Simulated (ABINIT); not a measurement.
Planning a run of ABINIT 10.8.3 on InP (F-43m). The input:

```
acell 3*1.0 Angstrom
rprim 
  -0.000000000000 2.934350000000 2.934350000000
  2.934350000000 -0.000000000000 2.934350000000
  2.934350000000 2.934350000000 -0.000000000000
ntypat 2
znucl 49 15
natom 2
typat 1 2
xred 
  0.000000000000 0.000000000000 0.000000000000
  0.250000000000 0.250000000000 0.250000000000
pp_dirpath "pseudos"
pseudos "In.upf, P.upf"
ecut 33
ngkpt 4 4 4
nshiftk 1
shiftk 0 0 0
kptopt 1
chksymbreak 0
istwfk *1
occopt 1
irdwfk 1
optdriver 4
nband 187
gwcalctyp 2
ecutsigx 33
symsigma 1
nkptgw 8
kptgw 
  0.0000000000 0.0000000000 0.0000000000
  0.2500000000 0.0000000000 0.0000000000
  0.5000000000 0.0000000000 0.0000000000
  0.2500000000 0.2500000000 0.0000000000
  0.5000000000 0.2500000000 0.0000000000
  -0.2500000000 0.2500000000 0.0000000000
  0.5000000000 0.5000000000 0.0000000000
  -0.2500000000 0.5000000000 0.2500000000
bdgw 
  11 23
  11 23
  11 23
  11 23
  11 23
  11 23
  11 23
  11 23
ecuteps 6.6
irdscr 1
indata_prefix "in"
outdata_prefix "out"
tmpdata_prefix "tmp"
```

```sh
OMP_NUM_THREADS=1 mpirun -n 4 abinit run.abi > log
```

**Question.** Estimate wall time and host memory on 4 MPI ranks of Arm Neoverse V2, shared host.

It took 3.5 min; on shared hardware allow 1.8 min to 7.1 min. Peak host memory was 1.7 GiB.

[Paths, hosts, dates, memory and timing lines, banners, echoed tables and standing remarks are left out of the program output.]

[Logs are printed without paths, hosts, clocks, repeated set-up lines and the standing remarks that a program may print on its own settings, such as how far it seeks lower states.]

[Runs of the session that timed out or met a known fault of the program may be left out.]

[Hosts, paths, dates, database ids (printed as entryN), source tags and the programs' standing remarks are cut or masked in the printed files.]

[G0W0 gaps are taken among the corrected bands and points alone; a level outside them can change the order at an edge.]

[Where Ansatz stands beside ABINIT at settings called matched, ABINIT's density can come from a denser mesh and the files from another edition; pairs whose starting gaps differed by over 0.03 eV were left out, so agreement reads better than it is.]
